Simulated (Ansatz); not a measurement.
## TePb under changes of volume

One of the cells (32.055 Å³/atom); the others are scaled copies at fixed shape and fractional positions:

```
Pb Te
1.0
     4.00229    0.00000    0.00000
     0.00000    4.00229    0.00000
     0.00000    0.00000    4.00229
Pb Te
1 1
Direct
  0.00000 0.00000 0.00000
  0.50000 0.50000 0.50000
```

Measurements of this composition are mostly on another form, of space group No. 225.

* Program: Ansatz 0.2.0
* Functional: B3LYP
* Potentials or basis: Ansatz PAW
* Cutoff: 420 eV (not typed: the program's choice for these potentials)
* k mesh: 4 × 4 × 4
* Occupations: fermi-dirac, width 0.05 eV
* Spin: no spin polarisation

```tsv
volume (Å³/atom)	energy over the lowest point (meV/atom)	pressure (GPa)
30.132	72.87	6.5
30.773	49.50	5.2
31.414	?	?
32.055	17.63	2.9
32.696	8.15	1.9
33.337	2.38	1.0
33.978	0.00	0.2
```

**Question.** What does the run at 31.414 Å³/atom give?

**Answer.** Energy over the lowest point 31.25 meV/atom; pressure 4.0 GPa.

Worked out: A Birch-Murnaghan fit of order 3 (a polynomial in V^(-2/3)) to the other rows has its minimum at 34.16 Å³/atom, just outside them, with B0 = V·E''(V) = 39 GPa and B' = 4.5. It gives 31.26 meV/atom at 31.414 Å³/atom, against the run's 31.25, and -dE/dV = 4.0 GPa, against 4.0.

Energies are extrapolated to zero smearing.

Caveats: all runs use coarse meshes; the PAW data sets come from PBE, with cores solved anew for the run's functional, which leaves a small shift of forces and pressure; the thresholds are loose for stress.
